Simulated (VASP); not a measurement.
# BeTe in VASP 6.6.1, single-point calculation

INCAR

```
ISMEAR = -1
LCHARG = .FALSE.
LREAL = .FALSE.
NBANDS = 11
NELM = 120
GGA = PE
LWAVE = .FALSE.
EDIFF = 1E-7
PREC = Accurate
BMIX = 2
SIGMA = 0.02
ISIF = 2
IBRION = -1
ENCUT = 400
NSW = 0
LASPH = .TRUE.
```

KPOINTS

```
KPOINTS created by Atomic Simulation Environment
0
Gamma
8 8 8
0 0 0
```

POSCAR

```
Be Te
 1.0000000000000000
     0.0000000000000000    2.9134823310000000    2.7623335121000001
     2.9134823310000000    0.0000000000000000    2.7623335121000001
     2.9134823310000000    2.9134823310000000    0.0000000000000000
 Be  Te
   1   1
Cartesian
  0.0000000000000000  0.0000000000000000  0.0000000000000000
  1.4567411655000002  1.4567411655000002  1.3811667560500001
```

The recommended PBE PAW datasets give the neutral cell 8 valence electrons.

Command

```
mpirun -np 1 vasp_std
```

OSZICAR

```
N       E                     dE             d eps       ncg     rms          rms(c)
DAV:   1     0.152404181473E+02    0.15240E+02   -0.27430E+03  1298   0.467E+02
DAV:   2    -0.679335913884E+01   -0.22034E+02   -0.20930E+02  1753   0.819E+01
DAV:   3    -0.768841024875E+01   -0.89505E+00   -0.89348E+00  1669   0.176E+01
DAV:   4    -0.769848218525E+01   -0.10072E-01   -0.10071E-01  1568   0.216E+00
DAV:   5    -0.769869270374E+01   -0.21052E-03   -0.21052E-03  1632   0.290E-01    0.384E+00
DAV:   6    -0.764236974352E+01    0.56323E-01   -0.36672E-02  1496   0.811E-01    0.241E+00
DAV:   7    -0.759901657594E+01    0.43353E-01   -0.11740E-01  1496   0.142E+00    0.355E-01
DAV:   8    -0.760085519237E+01   -0.18386E-02   -0.88555E-03  1478   0.581E-01    0.125E-01
DAV:   9    -0.760172363352E+01   -0.86844E-03   -0.86879E-04  1521   0.158E-01    0.614E-02
DAV:  10    -0.760193803825E+01   -0.21440E-03   -0.23307E-04  1481   0.888E-02    0.360E-02
DAV:  11    -0.760200585744E+01   -0.67819E-04   -0.80115E-05  1473   0.522E-02    0.218E-02
DAV:  12    -0.760201352758E+01   -0.76701E-05   -0.43406E-06  1561   0.130E-02    0.412E-03
DAV:  13    -0.760201370460E+01   -0.17702E-06   -0.57064E-07  1519   0.428E-03    0.112E-03
DAV:  14    -0.760201388193E+01   -0.17733E-06   -0.33708E-07  1493   0.307E-03    0.106E-03
DAV:  15    -0.760201377939E+01    0.10254E-06   -0.38069E-08  1080   0.116E-03    0.630E-04
DAV:  16    -0.760201380018E+01   -0.20786E-07   -0.26082E-09   706   0.427E-04
   1 F= -.76020138E+01 E0= -.76020138E+01  d E =-.147136E-10
```

Standard output (part)

```
POSCAR found type information on POSCAR BeTe
 POSCAR found :  2 types and       2 ions
 LDA part: xc-table for (Slater+PW92), standard interpolation
 POSCAR, INCAR and KPOINTS ok, starting setup
 WAVECAR not read
 entering main loop
```

From OUTCAR

```
k-points           NKPTS =     59   k-points in BZ     NKDIM =     59   number of bands    NBANDS=     11

   NELECT =       8.0000    total number of electrons

   dimension x,y,z NGX =    28 NGY =   28 NGZ =   28
   dimension x,y,z NGXF=    56 NGYF=   56 NGZF=   56

  energy-cutoff  :      400.00
  volume of cell :       46.90
      direct lattice vectors                 reciprocal lattice vectors
     0.000000000  2.913482331  2.762333512    -0.171615937  0.171615937  0.181006384
     2.913482331  0.000000000  2.762333512     0.171615937 -0.171615937  0.181006384
     2.913482331  2.913482331  0.000000000     0.171615937  0.171615937 -0.181006384

 k-points in reciprocal lattice and weights: KPOINTS created by Atomic Simulation Env
   0.00000000  0.00000000  0.00000000       0.002
   0.12500000 -0.00000000  0.00000000       0.016
   0.25000000 -0.00000000  0.00000000       0.016
   0.37500000 -0.00000000  0.00000000       0.016
   0.50000000 -0.00000000  0.00000000       0.008
   0.12500000  0.12500000  0.00000000       0.004
   0.25000000  0.12500000  0.00000000       0.016
   0.37500000  0.12500000  0.00000000       0.016
   ...

 E-fermi :   5.0983

 k-point     1 :       0.0000    0.0000    0.0000
  band No.  band energies     occupation
      1      -7.4186      2.00000
      2       4.4804      2.00000
      3       4.4804      2.00000
      4       4.7292      2.00000
      5       8.0185      0.00000
      6       8.1560      0.00000
      7       8.2639      0.00000
      8       8.2639      0.00000
      9      12.8149      0.00000
     10      14.2152      0.00000
     11      15.1024      0.00000

 k-point     2 :       0.1250   -0.0000    0.0000
  band No.  band energies     occupation
      1      -7.2811      2.00000
      2       3.3057      2.00000
      3       4.2424      2.00000
      4       4.4621      2.00000
      5       7.9833      0.00000
      6       8.5157      0.00000
      7       8.5737      0.00000
      8       9.4167      0.00000
      9      13.2339      0.00000
     10      13.5063      0.00000
     11      14.0714      0.00000

 k-point     3 :       0.2500   -0.0000    0.0000
  band No.  band energies     occupation
      1      -6.9044      2.00000
      2       1.4114      2.00000
      3       3.7913      2.00000
      4       4.0967      2.00000
      5       7.7240      0.00000
      6       9.0057      0.00000
      7       9.0987      0.00000
      8      11.3448      0.00000
      9      13.3581      0.00000
     10      13.4513      0.00000
     11      13.9342      0.00000

 k-point     4 :       0.3750   -0.0000    0.0000
  band No.  band energies     occupation
      1      -6.4324      2.00000
      2      -0.0767      2.00000
      3       3.4390      2.00000
      4       3.8166      2.00000
      5       7.5151      0.00000
      6       9.0646      0.00000
      7       9.3745      0.00000
      8      12.3999      0.00000
      9      13.9155      0.00000
     10      14.6473      0.00000
     11      14.6699      0.00000

 k-point     5 :       0.5000   -0.0000    0.0000
  band No.  band energies     occupation
      1      -6.1908      2.00000
      2      -0.6678      2.00000
      3       3.3115      2.00000
      4       3.7161      2.00000
      5       7.4387      0.00000
      6       9.0195      0.00000
      7       9.4051      0.00000
      8      12.4171      0.00000
      9      15.1038      0.00000
     10      15.8714      0.00000
     11      16.1030      0.00000

 ...

  Total       -0.7440417     -0.7440417      0.0863832      0.0000000      0.0000000      0.0000000
  in kB      -25.4200829    -25.4200829      2.9512694      0.0000000      0.0000000      0.0000000
  external PRESSURE =     -15.9629654 kB  Pullay stress =       0.0000000 kB

 POSITION                                       TOTAL-FORCE (eV/Angst)
 -----------------------------------------------------------------------------------
      0.00000      0.00000      0.00000        -0.000000     -0.000000     -0.000000
      1.45674      1.45674      1.38117         0.000000      0.000000      0.000000
 -----------------------------------------------------------------------------------
    total drift:                                0.000000      0.000000      0.000000

  FREE ENERGIE OF THE ION-ELECTRON SYSTEM (eV)
  ---------------------------------------------------
  free  energy   TOTEN  =        -7.6020138002 eV

  energy  without entropy=       -7.6020138002  energy(sigma->0) =       -7.60201380
```

It converged. Results: gap between bands v and c on the k mesh 1.71 eV; least direct gap on the k mesh 3.29 eV; pressure -1.6 GPa. Band v is the last that the valence electrons fill when counted band by band, and c is the next.

For comparison, a separate PBE run of the intended cell, on usual settings and not on those above, gives a gap of 1.71 eV on its mesh and a pressure of -1.6 GPa.

The run above took about 17 s on one core of a shared host (Intel Xeon Platinum 8488C) and held 0.16 GiB at most.
